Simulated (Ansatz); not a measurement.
**CsH (Fm-3m): from the cell to its phonons**

Aim: the phonons of CsH (Fm-3m) at a cell relaxed beforehand at this level. After the zone centre comes a 4×4×4 q mesh on a 8×8×8 k mesh.

Method: DFT PBEsol, scalar-relativistic, plane waves, PAW, in Ansatz 0.2.0.

The database entry behind the starting cell differs from later determinations by our own check (0.1 to 0.3 % short, probably kX units), so it need not match the best structure at ambient conditions.

### 1. The starting structure

Symmetry: Fm-3m, No. 225, cubic system. The conventional cell has a = 6.252 Å, b = 6.252 Å, c = 6.252 Å, α = 90.00°, β = 90.00°, γ = 90.00°. Nearest to Cs lie 6 H at 3.13 Å. Nearest to H lie 6 Cs at 3.13 Å. Farther neighbours are not listed.

### 2. Modes at Γ

The cell comes from relaxations at this level that are not shown. The zone centre comes first: it holds the modes that light can see, as far as symmetry allows. The response to a homogeneous field gives the Born charges and the dielectric tensor.

input.yaml reads:

```yaml
crystal:
  lattice:
    - [0.0, 3.1261165314, 3.1261165314]
    - [3.1261165314, 0.0, 3.1261165314]
    - [3.1261165314, 3.1261165314, 0.0]
  atoms:
    - { symbol: Cs, position: [0.0, 0.0, 0.0] }
    - { symbol: H, position: [0.5, 0.5, 0.5] }
kpoints:
  mp_grid: { grid: [8, 8, 8] }
hamiltonian:
  xc: pbesol
scf:
  occupations: { method: fixed }
output:
  eigenvalues: true
phonons:
  method: dfpt
  dielectric: true
  rigid_motions: translations
```

Run with:

```
$ ansatz run input.yaml --threads 4 --pin off --max-ram 7168MiB --backend cpu --events-out ev --progress --plain --runs-dir out
```

Numbers of over 12 decimals in the logs are rounded to 6 here.

What it wrote:

```text
Engine: ansatz 0.2.0, x86_64-unknown-linux-gnu
Pseudopotentials: kind: paw
Pseudopotential: Cs, paw, valence charge 9, recommended cutoff 420 eV (normal), Cs.paw.azcp
Pseudopotential: H, paw, valence charge 1, recommended cutoff 420 eV (normal), H.paw.azcp
Functional definition: PBEsol
  exchange = pbesol_x
  correlation = pbesol_c
Crystal: 2 atoms, lattice volume = 61.101 Å³
Basis set: ecut = 420 eV, 1243 PW (Γ), exchange–correlation on 60×60×60 points (8 copies of the dense FFT grid, shifted against one another)
Bands: 9, of which v1, the nominal top of the filled ones, is band 5 counted from 1 (4 counted from 0)
Symmetry: 48 space group operations
k-points: 59 of 512 (irreducible under 8 space group operations, time reversal used)
Non-local potential: Cs, projectors of the file, l = 0: 3, l = 1: 2, l = 2: 2, l = 3: 2
Non-local potential: H, projectors of the file, l = 0: 2, l = 1: 1
PAW form: soft (Blöchl's): semilocal exchange-correlation on the pseudo side does not see the compensation charge
PAW frozen core: Cs, regenerated for the run's functional, and the local potential with it (the file was generated under x = pbe(κ = 0.804, μ = 0.219515), c = pbe(β = 0.066725))
PAW one-centre angular grid: Cs, 194 points (default); XC on 64 Gauss nodes
PAW one-centre angular grid: H, 110 points (default); XC on 64 Gauss nodes
Initial density: superposition of atomic densities (neutral atoms: chi_scale 0, normalization atom), corrected by the library's trained network
Initial wavefunctions: pseudopotential atomic-orbital guess
Functional: x = pbesol(κ = 0.804, μ = 0.123457), c = pbesol(β = 0.046)
SCF iter   1: F=—  HF=-5601.803619 eV  |F-HF|=—  |Δ(HF+E_count)|=         —  Δρ=4.45e-3  dr2=1.22e-2  ethr=1.77e-3  ⟨swp⟩=4.2  Hψ=3377  notcnv=0  defer=108
preconditioner: auto → none  [insulator: Δε(μ)=1.948 eV  Ē_g=11.424 eV  n_scr=14 (ndim 8)  ℏωp=13.4 eV  f_vac=0.014  ε∞_Penn≈2.4]
SCF iter   2: F=—  HF=-5601.799845 eV  |F-HF|=—  |Δ(HF+E_count)|=   3.77e-3  Δρ=1.05e-3  dr2=6.06e-4  ethr=1.22e-4  ⟨swp⟩=2.0  Hψ=1132  notcnv=0  defer=113
SCF iter   3: F=—  HF=-5601.799756 eV  |F-HF|=—  |Δ(HF+E_count)|=   8.86e-5  Δρ=2.28e-4  dr2=2.26e-5  ethr=6.06e-6  ⟨swp⟩=2.0  Hψ=700  notcnv=0  defer=113
SCF iter   4: F=—  HF=-5601.799763 eV  |F-HF|=—  |Δ(HF+E_count)|=   6.79e-6  Δρ=5.78e-5  dr2=1.14e-6  ethr=2.26e-7  ⟨swp⟩=2.0  Hψ=774  notcnv=0  defer=87
SCF iter   5: F=—  HF=-5601.799763 eV  |F-HF|=—  |Δ(HF+E_count)|=   1.96e-7  Δρ=7.53e-6  dr2=2.85e-8  ethr=1.14e-8  ⟨swp⟩=2.1  Hψ=814  notcnv=0  defer=16
SCF iter   6: F=—  HF=-5601.799763 eV  |F-HF|=—  |Δ(HF+E_count)|=   1.12e-8  Δρ=7.19e-7  dr2=3.53e-10  ethr=2.85e-10  ⟨swp⟩=2.0  Hψ=765  notcnv=0  defer=16
SCF iter   7: F=-5601.799763 eV  HF=-5601.799763 eV  |F-HF|=1.82e-12  |Δ(HF+E_count)|=  7.08e-10  Δρ=1.18e-7  dr2=8.26e-12  ethr=1.00e-12  ⟨swp⟩=8.8  Hψ=3705  notcnv=0
SCF 1 converged in 7 iterations: F = -5601.799763 eV  dr2 = 8.26e-12
  greatest PAW one-centre occupation: 0.927 electrons in one spin orbital (limit 2), on the Cs atom at site 0 (counted from 0), in its partial waves of l = 0
DFPT response loops at Γ: preconditioner auto → none (the input reference at scf.mixing.eps_inf says where Resta's filter doesn't serve); β = 0.50; Broyden in place of MSR1
── the response to a field inside a basis, on 8×8×8 k-points: an SCF that follows is theirs, and a resumed run solves both again ──
Bands: 6, of which v1, the nominal top of the filled ones, is band 5 counted from 1 (4 counted from 0)
k-points: 60 of 512 (irreducible under 12 space group operations)
Initial density: handed on by an earlier stage of this run
Initial wavefunctions: pseudopotential atomic-orbital guess (no wavefunctions were taken with the density)
Eigensolver: Dense (60 Hₖ)
SCF iter   1: F=—  HF=-5601.799569 eV  |F-HF|=—  |Δ(HF+E_count)|=         —  Δρ=1.39e-4  dr2=1.90e-6  ethr=1.00e-1
preconditioner: auto → none  [insulator: Δε(μ)=2.221 eV  Ē_g=9.647 eV  n_scr=14 (ndim 8)  ℏωp=13.4 eV  f_vac=0.011  ε∞_Penn≈2.9]
SCF iter   2: F=—  HF=-5601.799571 eV  |F-HF|=—  |Δ(HF+E_count)|=   2.66e-6  Δρ=6.92e-5  dr2=4.54e-7  ethr=1.90e-8
SCF iter   3: F=-5601.799572 eV  HF=-5601.799572 eV  |F-HF|=2.29e-9  |Δ(HF+E_count)|=   1.01e-6  Δρ=5.98e-6  dr2=1.03e-8  ethr=4.54e-9
SCF 1 converged in 3 iterations: F = -5601.799572 eV  dr2 = 1.03e-8
DFPT response loops at Γ: mixed as the last ones told, above
SCF converged after 7 iterations
Free energy (F): -5601.799763 eV
Harris-Foulkes:  -5601.799763 eV  (|F-HF|=1.82e-12)
Internal energy: -5601.799763 eV  (E = F + TS)
E sigma→0 (E₀):  -5601.799763 eV
Fermi energy:    3.711754 eV
--- Per-component energies (eV) ---
  E_band       = -56.663188
  E_kinetic    = 155.377463
  E_local      = -252.909639  (includes V_loc(G=0)·N_el)
  E_nonlocal   = 32.435660
  E_hartree    = 84.243938
  E_xc         = -181.662290
  E_vxc        = -137.825349  (∫ρ·V_xc dr)
  E_paw        = -4983.900879  (= ΣΔE_a)
  E_vpaw       = -22.228116  (= ΣTr[D̂ρ^β])
  E_aug_tail   = -0.001039  (compensation charges beyond the density's cutoff)
  E_ewald      = -455.527138
  E_core_change = 0.144160  (= ΣΔE_core)
  E_smearing   = -0.000000  (= −TS)
  E_closure    = 0.000000  (closes the sum)
  Σ components = -5601.799763   (vs F -5601.799763, Δ=0.00e0)
--- Band table (eV; the first three rows and the last of 59) ---
  k-point 0: bands = ["-17.7624", "-4.1344", "-4.1344", "-4.1344", "1.8048", "8.8379", "8.8379", "8.8379", "9.7307"]
  k-point 1: bands = ["-17.7481", "-4.3065", "-4.1509", "-4.1509", "2.0734", "8.3071", "8.9536", "8.9536", "9.4703"]
  k-point 2: bands = ["-17.7133", "-4.6801", "-4.1902", "-4.1902", "2.7055", "7.1914", "8.8622", "8.8622", "9.5823"]
  k-point 58: bands = ["-17.6311", "-4.7344", "-4.7344", "-4.5156", "2.8604", "7.8064", "7.8064", "8.8248", "12.2649"]
--- Phonons (Γ-DFPT): 2 representative perturbations + reference, on 59 of 512 k-points (Σ response iterations 6) ---
  k mesh reduced under 8 symmetry operations, with k and −k counted as one. Each operation leaves every solved perturbation unchanged. A smaller set is not considered because the run solves the response to a homogeneous field
  ASR residual: 1.335e-4 → 0.000e0 eV/Å²; symmetrization residual: 2.320e-7 eV/Å²
  ASR residual per site (eV/Å²): 1.33e-4 8.46e-5
  Γ frequencies (cm⁻¹): 0.00 0.00 0.00 402.09 402.09 402.09
  ε∞ (high-frequency dielectric tensor):
        3.295789     0.000000    -0.000000
        0.000000     3.295789     0.000000
       -0.000000     0.000000     3.295789
  ε⁰ (static dielectric tensor: ions relaxed, cell fixed):
        9.688527    -0.000000    -0.000000
       -0.000000     9.688527     0.000000
       -0.000000     0.000000     9.688527
  ε⁰ − ε∞ (ionic part):
        6.392737    -0.000000    -0.000000
       -0.000000     6.392737    -0.000000
       -0.000000    -0.000000     6.392737
  softest optical mode at Γ: 402.09 cm⁻¹; the repairs (sum rule, projections) moved no ω² at Γ by more than (4.82 cm⁻¹)²
  Born effective charges Z* (e; rows j = field, columns β = displacement):
    site 0:
         1.13311   -0.00000   -0.00000
        -0.00000    1.13311    0.00000
         0.00000   -0.00000    1.13311
    site 1:
        -1.13311    0.00000    0.00000
         0.00000   -1.13311   -0.00000
        -0.00000    0.00000   -1.13311
  Z* charge neutrality: 3.392e-4 e pre-enforcement
  solved inside a basis spanned on kpoints, on 8×8×8 k-points, its susceptibility summed on 12×12×12: ε∞ is read to err by 7.2e-3, Z* by 9.6e-3 e (field_mesh: kpoints solves on kpoints); Z* is corrected for what the basis lacks
  optical modes at Γ without the LO–TO term, one row a degenerate level:
      ω (cm⁻¹)  modes    IR ((D/Å)²/amu)
        402.09      3            88.8279
  optical modes at Γ + LO–TO along q̂ = [1.0000, 0.0000, 0.0000]:
      ω (cm⁻¹)  modes    IR ((D/Å)²/amu)
        402.09      2            59.2186
        689.41      1            29.6093
  optical modes at Γ + LO–TO along q̂ = [0.0000, 1.0000, 0.0000]:
      ω (cm⁻¹)  modes    IR ((D/Å)²/amu)
        402.09      2            59.2186
        689.41      1            29.6093
  optical modes at Γ + LO–TO along q̂ = [0.0000, 0.0000, 1.0000]:
      ω (cm⁻¹)  modes    IR ((D/Å)²/amu)
        402.09      2            59.2186
        689.41      1            29.6093
```

Wall time 7 s (4 threads of Intel Xeon Platinum 8488C (Sapphire Rapids), shared host); peak memory 0.53 GiB.

This step gave:

| Property | Result |
| --- | --- |
| gap on the k-mesh | 2.064 eV |
| volume per atom | 30.55 Å³ |
| sum-rule residual before enforcement | 1.33e-4 eV/Å² |
| miss of the charge sum rule | 3.39e-4 e |
| estimated error of the dielectric tensor | 0.007167 |
| estimated error of the Born charges | 0.009650 e |
| point group | m-3m |
| highest optical mode at the zone centre (no LO-TO term) | 402.1 cm⁻¹ |
| lowest optical zone-centre mode | 402.1 cm⁻¹ |
| mean high-frequency dielectric constant | 3.296 |
| largest Born charge (third of the trace) | 1.133 e |
| mean static dielectric constant | 9.688 |
| top of the zone-centre spectrum with the field | 689.4 cm⁻¹ |

Without the LO-TO term. Patterns of degenerate modes are one choice out of their space. Modes at Γ, with each element's share of the kinetic energy:

```tsv
mode	frequency (cm⁻¹)	symmetry	Cs %	H %
1	0.0	acoustic	99	1
2	0.0	acoustic	99	1
3	0.0	acoustic	99	1
4	402.1	T1u	1	99
5	402.1	T1u	1	99
6	402.1	T1u	1	99
```

Displacements in mode 5 (402.1 cm⁻¹), the largest set to 1:
```
Cs1 -0.01  0.00  0.00
H2   1.00  0.00  0.00
```

Optical modes at the zone centre, without and with the macroscopic field of the longitudinal modes; each column is sorted by frequency, so a row need not hold one and the same mode. Modes with and without the field, by row:

```tsv
rank among optical modes	no field (cm⁻¹)	q along (1, 0, 0) (cm⁻¹)
1	402.1	402.1
2	402.1	402.1
3	402.1	689.4
```

Born charge (rows field, columns displacement) (e), principal values of the symmetric part by kind of site:

```tsv
atom	atoms with these values	low	middle	high	mean
Cs1	1	1.13	1.13	1.13	1.13
H2	1	-1.13	-1.13	-1.13	-1.13
```

In full for Cs1:

```
1.13 0.00 0.00
0.00 1.13 0.00
0.00 0.00 1.13
```

High-frequency dielectric tensor:

```
3.30 0.00 0.00
0.00 3.30 0.00
0.00 0.00 3.30
```

Static dielectric tensor (ions relaxed, fixed cell):

```
9.69 0.00 0.00
0.00 9.69 0.00
0.00 0.00 9.69
```

Transverse modes. Infrared lines, with heights relative to the strongest:

```tsv
position (cm⁻¹)	label	relative intensity
402	T1u	100
```

Before it was imposed, the acoustic sum rule was missed by 1.3e-4 eV/Å² and the charge sum rule by 3.4e-4 e. Small misses are needed for a sound result but don't prove that mesh and cutoff are converged. The lowest optical mode is real, 402 cm⁻¹.

### 3. Phonons on a q mesh

Stability and thermal properties need the whole zone. Linear response on a 4×4×4 q mesh gives force constants as far as a supercell of that size would, and the tensors from the zone-centre run are typed in so that the long-range dipole term is interpolated apart.

input.yaml, the sections that differ from step 2:

```yaml
phonons:
  method: dfpt
  qmesh: [4, 4, 4]
  temperatures: { t_max: 1000, t_step: 50 }
  qpath:
    path:
      - [[0.0, 0.0, 0.0], [0.5, 0.0, 0.5], [0.625, 0.25, 0.625]]
      - [[0.375, 0.375, 0.75], [0.0, 0.0, 0.0], [0.5, 0.5, 0.5], [0.5, 0.25, 0.75], [0.5, 0.0, 0.5]]
    npoints: 10
  non_analytic_term:
    high_frequency_dielectric_tensor: [[3.2958, 0.0, 0.0], [0.0, 3.2958, 0.0], [0.0, 0.0, 3.2958]]
    born_effective_charges:
      - { species: Cs, tensor: [[1.1331, 0.0, 0.0], [0.0, 1.1331, 0.0], [0.0, 0.0, 1.1331]] }
      - { species: H, tensor: [[-1.1331, 0.0, 0.0], [0.0, -1.1331, 0.0], [0.0, 0.0, -1.1331]] }
    source: "zone-centre run at this cell"
# crystal, kpoints, hamiltonian, scf, output: as in step 2
```

What it wrote:

```text
[...]
Crystal: 2 atoms, lattice volume = 61.101 Å³
Basis set: ecut = 420 eV, 1243 PW (Γ), exchange–correlation on 60×60×60 points (8 copies of the dense FFT grid, shifted against one another)
Bands: 9, of which v1, the nominal top of the filled ones, is band 5 counted from 1 (4 counted from 0)
Symmetry: 48 space group operations
k-points: 29 of 512
[...]
SCF iter   1: F=—  HF=-5601.803611 eV  |F-HF|=—  |Δ(HF+E_count)|=         —  Δρ=4.45e-3  dr2=1.22e-2  ethr=1.77e-3  ⟨swp⟩=4.2  Hψ=1664  notcnv=0  defer=50
[...]
SCF iter   7: F=-5601.799763 eV  HF=-5601.799763 eV  |F-HF|=1.82e-12  |Δ(HF+E_count)|=  7.33e-10  Δρ=1.21e-7  dr2=8.93e-12  ethr=1.00e-12  ⟨swp⟩=6.9  Hψ=1953  notcnv=0
SCF 1 converged in 7 iterations: F = -5601.799763 eV  dr2 = 8.93e-12
[...]
NSCF: frozen V_eff on 29 k-points
[...]
DFPT response loops at q = (0, 0, 0) (fractional): preconditioner auto → none (the input reference at scf.mixing.eps_inf says where Resta's filter doesn't serve); β = 0.50; Broyden in place of MSR1
[...]
SCF converged after 7 iterations
Free energy (F): -5601.799763 eV
[...]
Internal energy: -5601.799763 eV  (E = F + TS)
E sigma→0 (E₀):  -5601.799763 eV
Fermi energy:    3.711754 eV
[...]
--- Band table (eV; the first three rows and the last of 29) ---
[...]
--- Phonons (Γ-DFPT): 2 representative perturbations + reference (Σ response iterations 6) ---
  ASR residual: 1.354e-4 → 0.000e0 eV/Å²; symmetrization residual: 2.308e-7 eV/Å²
  ASR residual per site (eV/Å²): 1.35e-4 8.94e-5
  Γ frequencies (cm⁻¹): 0.00 0.00 0.00 402.09 402.09 402.09
--- Phonons (arbitrary-q DFPT): 8 irreducible q on the 4×4×4 mesh ---
  q = [0.0000, 0.0000, 0.0000] (star 1, of the zone-centre solve; hermiticity 7.76e-7, symmetrization 2.48e-13): -0.00 -0.00 0.00 402.09 402.09 402.09
  q = [0.0000, 0.0000, 0.2500] (star 8, 2 solved perturbations on 288 of 512 k-point pairs; hermiticity 4.29e-7, symmetrization 7.28e-14): 29.99 29.99 45.50 458.89 458.89 694.43
[...]
q = [0.0000, 0.2500, 0.2500] (star 6, 4 solved perturbations in 528 linear systems a pass and spin channel, the states on 164 of 512 k-point pairs; hermiticity 1.31e-7, symmetrization 3.95e-14): 26.22 26.22 55.02 424.66 424.66 636.98
[...]
sum rule: each row above includes the acoustic sum rule's correction from the zone centre's row sums; it moved no ω² by more than (4.91 cm⁻¹)²
  mesh force constants: q→R imaginary residual 3.39e-18; ASR residual 1.354e-4 → 0.000e0 eV/Å²; symmetrization residual 1.110e-15 eV/Å²
  interpolated dispersion: 63 rows × 6 modes
  density of states and harmonic sums: on the 20×20×20 q-mesh, interpolated from the force constants of a 4×4×4 supercell (with the dipole–dipole term of supplied tensors)
  largest difference from the sums on the solved wave vectors: F 1.47e-2 eV, S 1.88e-5 and C_V 3.98e-6 eV/K
  zero-point energy: 0.104877 eV/cell   skipped modes (ω ≤ 0): 3   left out of the sums: 6.25e-5 of the cell's modes: C_V's classical limit lies that fraction below 3 k_B per atom; for a crystal, a wire or a layer, F and S can be off by more, and a phonons.interpolated_qmesh denser along its periods is the remedy for the sampling
```

Run time: 46 s. Hardware: 4 threads; peak memory 1 GiB.

This step gave:

- sum-rule residual before enforcement: 1.35e-4 eV/Å²
- lowest frequency on the path: 0 cm⁻¹
- highest frequency on the path or at a solved wavevector: 698.8 cm⁻¹
- mean frequency: 282 cm⁻¹
- Debye temperature (second moment): 694 K
- logarithmic mean frequency: 148 cm⁻¹
- lowest mode on the q mesh (acoustic modes at Γ apart): 26.22 cm⁻¹
- zero-point energy per atom: 52.44 meV
- heat capacity at 300 K: 20.05 J/(mol atoms K)
- vibrational entropy at 300 K: 36.35 J/(mol atoms K)
- edges of the widest gap between branches, on path and mesh: 64.5, 402.1 cm⁻¹

Frequencies (cm⁻¹) solved at each irreducible wavevector; negative means imaginary. Frequencies by wavevector, by row:

```tsv
q in reciprocal lattice units	star	mode 1	mode 2	mode 3	mode 4	mode 5	mode 6
0 0 0	1	0	0	0	402.1	402.1	402.1
0 0 0.25	8	30	30	45.5	458.9	458.9	694.4
0 0 -0.5	4	38.4	38.4	64.5	505.7	505.7	698.8
0 0.25 0.25	6	26.2	26.2	55	424.7	424.7	637
0 0.25 -0.5	24	37.8	46.4	58.6	469.7	487.9	599.1
0 0.25 -0.25	12	38.3	42.6	57.5	455.6	499.7	653.4
0 -0.5 -0.5	3	33.9	33.9	61.1	427.8	427.8	488.6
0.25 -0.5 -0.25	6	46	51.5	51.5	468.3	468.3	555.8
```

Interpolated from a 4×4×4 q mesh, with the LO-TO term (at Γ the limit along the path; where Γ stands inside the path, tables give the limit on arrival). Phonon branches along the path, in cm⁻¹:

```tsv
point	branch 1	branch 2	branch 3	branch 4	branch 5	branch 6
Γ	0	0	0	402	402	689
halfway	26	26	55	425	425	637
X	34	34	61	428	428	489
halfway	36	41	60	440	469	488
U	39	51	56	468	483	550
jump to K	39	51	56	468	483	550
halfway	33	35	51	445	480	675
Γ	0	0	0	402	402	689
halfway	30	30	46	459	459	694
L	38	38	64	506	506	699
halfway	40	47	60	487	493	633
W	46	52	52	468	468	556
halfway	41	41	59	445	486	498
X	34	34	61	428	428	489
```

The phonon branches as a text plot (rows in cm⁻¹):

```
    684 |****                   *********************
    655 |    **              ***                     *
    626 |      *            *                         *
    597 |       *          *                           **
    568 |        *                                       **
    539 |         **     **                                **
    510 |           *   *   ***                *******       *
    480 |            ********  **            **      ************
    451 |              ***   *******       **              *****
    422 |  ************           ***    **                    **
    393 |**                          ****
    364 |
    335 |
    306 |
    277 |
    247 |
    218 |
    189 |
    160 |
    131 |
    102 |
     73 |       *********                      ********       ***
     44 |   ************************      ***********************
     15 |*******                 ***********
         Γ           X  U|K            Γ         L        W     X
```

Tetrahedra on a 20×20×20 mesh, mean over bins of 10 cm-1. Interpolated from a 4×4×4 q mesh. Table of phonon density of states by wavenumber; read off at these points:

```tsv
wavenumber (cm⁻¹)	phonon density of states (1/cm⁻¹/cell)
5	4.6e-4
25	0.0193
35	0.103
55	0.0767
75	0
105	0
125	0
145	0
175	0
195	0
225	0
245	0
275	0
295	0
315	0
345	0
365	0
395	0
415	0.00225
435	0.0168
465	0.0255
485	0.0361
515	0.0016
535	0.00222
565	0.00412
585	0.00453
605	0.00497
635	0.00591
655	0.00688
685	0.0116
705	0
```

The partial phonon density of states has structure finer than the step of the table below, so its rows give means over 25 cm⁻¹, whole bins alone (the curve runs from -10 to 730 cm⁻¹). Peaks (cm⁻¹: height): Cs 41.2: 0.100; H 483.2: 0.0350, 678.5: 0.00989.

Phonopy on the run's constants, 15x15x15 mesh, Gaussian sigma 5.3 cm-1. Interpolated from a 4×4×4 q mesh. The partial phonon density of states by wavenumber; means over each step; values in 1/cm⁻¹/cell:

```tsv
wavenumber (cm⁻¹)	Cs	H
25	0.0364	9.2e-5
50	0.0736	9.0e-5
75	0.00890	6.4e-6
100	0	0
125	0	0
150	0	0
175	0	0
200	0	0
225	0	0
250	0	0
275	0	0
300	0	0
325	0	0
350	0	0
375	0	4.0e-7
400	2.4e-6	5.8e-4
425	4.0e-5	0.00905
450	6.0e-5	0.0208
475	3.5e-5	0.0301
500	5.9e-6	0.0207
525	0	0.00240
550	0	0.00302
575	0	0.00411
600	0	0.00490
625	0	0.00563
650	5.7e-6	0.00654
675	1.9e-5	0.00857
700	8.8e-6	0.00354
```

Second derivatives of the energy by pair, one row for each kind of neighbour of each atom listed. Each entry sums the pair over the periodic images of the supercell that the q mesh stands for, and in a polar crystal it holds the long-range dipole part too. Force constants by pair, by row:

```tsv
atom	neighbour	distance (Å)	third of the trace (eV/Å²)	along the pair's line (eV/Å²)
Cs1	itself	0	1.202	–
Cs1	H	3.126	-0.1538	-0.2423
Cs1	Cs	4.421	-0.0265	-0.2009
Cs1	H	5.415	0.0024	0.0676
Cs1	Cs	6.252	-0.0015	-0.0389
Cs1	H	6.99	0.0066	0.0424
H2	itself	0	1.019	–
H2	Cs	3.126	-0.1538	-0.2423
H2	H	4.421	0.0048	-0.0958
H2	Cs	5.415	0.0024	0.0676
H2	H	6.252	-0.0429	-0.1321
H2	Cs	6.99	0.0066	0.0424
```

Harmonic thermodynamic functions per atom, from the density of states. Interpolated from a 4×4×4 q mesh. Thermodynamic functions, by row:

```tsv
T (K)	F_vib (meV/atom)	S (J/mol-atom/K)	C_V (J/mol-atom/K)
0	52.44	0	0
50	50.1	10.79	10.87
100	42.22	18.89	12.55
200	17.14	28.86	16.84
300	-16.8	36.35	20.05
400	-57.72	42.39	21.82
500	-104.3	47.38	22.81
600	-155.7	51.59	23.41
700	-211.1	55.23	23.79
800	-270	58.43	24.05
900	-332.1	61.27	24.23
1000	-396.9	63.83	24.36
```

Harmonic mean-square displacement, third of the trace. Interpolated from a 4×4×4 q mesh. Mean square displacements, by row:

```tsv
T (K)	Cs1 U_eq (Å²)	H2 U_eq (Å²)
0	0.0031	0.03363
100	0.0122	0.03699
300	0.03579	0.05169
600	0.07143	0.08559
```

Symmetry leaves 8 wavevectors to solve. The lowest mode among them, the acoustic zeros apart, lies at q = (0, 0.25, 0.25) and is real, 26.2 cm⁻¹.

(Continued in part 2 of 2.)

[Logs are printed without paths, hosts, clocks, repeated set-up lines and the standing remarks that a program may print on its own settings, such as how far it seeks lower states.]

[Hosts, paths, dates, database ids (printed as entryN), source tags and the programs' standing remarks are cut or masked in the printed files.]
